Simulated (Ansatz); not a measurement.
MnS in Ansatz: the effect of target pressure

MnS:

```
Mn S
1.0
     0.00000    2.47346    2.47346
     2.47346    0.00000    2.47346
     2.47346    2.47346    0.00000
Mn S
1 1
Direct
  0.00000 0.00000 0.00000
  0.75000 0.75000 0.75000
```

The cell is a database's computed one.

Alike in all runs:

| Quantity | Value |
| --- | --- |
| Program | Ansatz 0.2.0 |
| Task | relaxation of cell and atoms |
| Functional | PBEsol |
| Potentials or basis | all-electron LAPW, scalar-relativistic |
| Basis error allowed | 0.001 eV/atom |
| k mesh | 9 × 9 × 9 |
| Occupations | fermi-dirac, width 0.05 eV |
| Spin | collinear spin, ferromagnetic start |
| Starting moments | [4.0, 0.0] μB |

Each run relaxes the cell or the atoms first.

```csv
target pressure,relaxed volume (Å³/atom),moment (μB)
0 GPa,14.82,0.22
5 GPa,?,?
10 GPa,13.98,0.11
```

Task: What does the run with target pressure 5 GPa give?

Result: Relaxed volume 14.37 Å³/atom; moment 0.17 μB.

Caveats: the moment fell far below its start of 4 μB, so a state of higher moment may lie lower in energy; the starting moments weren't kept.
